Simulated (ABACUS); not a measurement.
BeS:

```xyz
2
Lattice="0.0000 2.4250 2.4250 2.4250 0.0000 2.4250 2.4250 2.4250 0.0000" Properties=species:S:1:pos:R:3 pbc="T T T"
S     3.6375    3.6375    3.6375
Be    0.0000    0.0000    0.0000
```

Base run:

```yaml
Program: ABACUS 3.10.1
Functional: PBEsol
Potentials_or_basis: PseudoDojo NC SR 0.4.1 PBEsol standard
Cutoff: 1211 eV
Density_cutoff: 4844 eV
Basis: plane waves
k_mesh: 9 × 9 × 9
Occupations: fermi-dirac, width 0.05 eV
Spin: no spin polarisation
```

Its results: band gap on the k mesh 3.03 eV, indirect (least direct gap 5.60 eV); pressure -0.6 GPa.

Q: The run is repeated on the same cell with these changes: potentials or basis from PseudoDojo NC SR 0.4.1 PBEsol standard to PseudoDojo NC SR 0.5 PBE standard; k mesh from 9 × 9 × 9 to 7 × 7 × 7. What comes out?

A: Band gap on the k mesh 3.08 eV, indirect (least direct gap 5.60 eV); pressure -0.2 GPa.

Caveats: an odd mesh through Γ misses points on the zone boundary, where band edges often lie; the potentials were made for another functional, which shifts forces and pressure (some runs).
